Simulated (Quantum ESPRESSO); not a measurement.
Si2Mo under changes of volume

One of the cells (13.416 Å³/atom); the others are scaled copies at fixed shape and fractional positions:

```
Mo Si
1.0
    -1.60000    1.60000    3.93050
     1.60000   -1.60000    3.93050
     1.60000    1.60000   -3.93050
Mo Si
1 2
Direct
  0.00000 0.00000 0.00000
  0.66700 0.66700 0.00000
  0.33300 0.33300 0.00000
```

| Quantity | Value |
| --- | --- |
| Program | Quantum ESPRESSO 7.5 |
| Functional | PBEsol |
| Potentials or basis | GBRV 1.5 PBEsol |
| Cutoff | 612 eV |
| Density cutoff | 4898 eV |
| k mesh | 12 × 12 × 12 |
| Occupations | fermi-dirac, width 0.05 eV |
| Spin | no spin polarisation |

| volume (Å³/atom) | energy over the lowest point (meV/atom) | pressure (GPa) |
| --- | --- | --- |
| 12.611 | ? | ? |
| 12.879 | 6.69 | 6.3 |
| 13.148 | 0.00 | 1.4 |
| 13.416 | 1.17 | -3.1 |
| 13.684 | 9.40 | -7.1 |
| 13.953 | 23.94 | -10.6 |
| 14.221 | 44.14 | -13.8 |

Problem. What does the run at 12.611 Å³/atom give?

Solution. Energy over the lowest point 22.15 meV/atom; pressure 11.8 GPa.

Worked out: A Birch-Murnaghan fit of order 3 (a polynomial in V^(-2/3)) to the other rows has its minimum at 13.24 Å³/atom with B0 = V·E''(V) = 223 GPa and B' = 4.4 at fixed shape and positions, which overstates the stiffness. It gives 22.10 meV/atom at 12.611 Å³/atom, against the run's 22.15, and -dE/dV = 12.0 GPa, against 11.8.

Energies are extrapolated to zero smearing.
